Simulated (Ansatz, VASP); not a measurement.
**Two plane-wave programs on Rh**

POSCAR

```
Rh
1.0
    2.7669170982      0.0000000000      0.0000000000
   -1.3834585491      2.3962204973      0.0000000000
    0.0000000000      0.0000000000      4.4867652751
Rh
2
Direct
    0.3333333333      0.6666666667      0.2500000000
    0.6666666667      0.3333333333      0.7500000000
```

Contents of INCAR.step1:

```
PREC = Accurate ; ENCUT = 520
ISMEAR = -1 ; SIGMA = 0.05
LREAL = False ; LASPH = True
NELM = 80 ; NBANDS = 22
GGA = PE ; ALGO = Normal
EDIFF = 1E-4 ; LWAVE = True
LCHARG = False
```

Contents of INCAR.step2:

```
PREC = Accurate ; ENCUT = 520
EDIFF = 1E-6 ; ISMEAR = -1
SIGMA = 0.05 ; LREAL = False
LASPH = True ; NELM = 80
ALGO = Normal ; ISIF = 2
LWAVE = False ; LCHARG = True
METAGGA = R2SCAN ; LMIXTAU = True
LELF = True ; LVHAR = True
NBANDS = 22 ; ISTART = 1
```

KPOINTS

```
Automatic mesh
0
Gamma
  11 11 6
```

The input input.yaml:

```yaml
crystal:
  lattice:
    - [2.7669170982, 0.0, 0.0]
    - [-1.3834585491, 2.3962204973, 0.0]
    - [0.0, 0.0, 4.4867652751]
  atoms:
    - { symbol: Rh, position: [0.3333333333, 0.6666666667, 0.25] }
    - { symbol: Rh, position: [0.6666666667, 0.3333333333, 0.75] }
hamiltonian:
  xc: r2scan
  pseudopotentials: { kind: paw }
kpoints:
  mp_grid: { grid: [11, 11, 6] }
scf:
  occupations: { method: fermi_dirac, width: 0.05 }
output:
  forces: true
  stress: true
  eigenvalues: true
  write_density: true
  write_potential: true
  elf: true
  volumetric_format: npy
```

This isn't the form of Rh at room conditions, which is fcc.

Alike in both runs: task single point; functional r2SCAN; k mesh 11 × 11 × 6; occupations fermi-dirac, width 0.05 eV; no spin polarisation.

|  | VASP | Ansatz |
| --- | --- | --- |
| version | VASP 6.6.1 | Ansatz 0.2.0 |
| potentials or method | VASP PAW PBE potentials, release 64 (Rh_pv) | Ansatz PAW |
| plane-wave cutoff (eV) | 520 | 500 |
| valence electrons in the cell | 30 | 34 |

|  | VASP | Ansatz | Ansatz less VASP |
| --- | --- | --- | --- |
| gap on the k mesh at the Fermi level (eV) | none | none | - |
| pressure (GPa) | -16.9 | -17.7 | -0.80 |
| largest component of the traceless stress (GPa) | 1.07 | 1.09 | +0.020 |

A gap of «none» marks a metal or a gap that the smearing closes. With one functional, cell and mesh, what is left measures potentials, basis and numerics. The two sets of potentials don't hold the same shells in valence.

Caveats: so large a pressure means that the cell lies far from this level's equilibrium, or that cutoff or potentials fall short (VASP); the potentials were made for another functional, which shifts forces and pressure (VASP); the PAW data sets come from PBE, with cores solved anew for the run's functional, which leaves a small shift of forces and pressure (Ansatz).
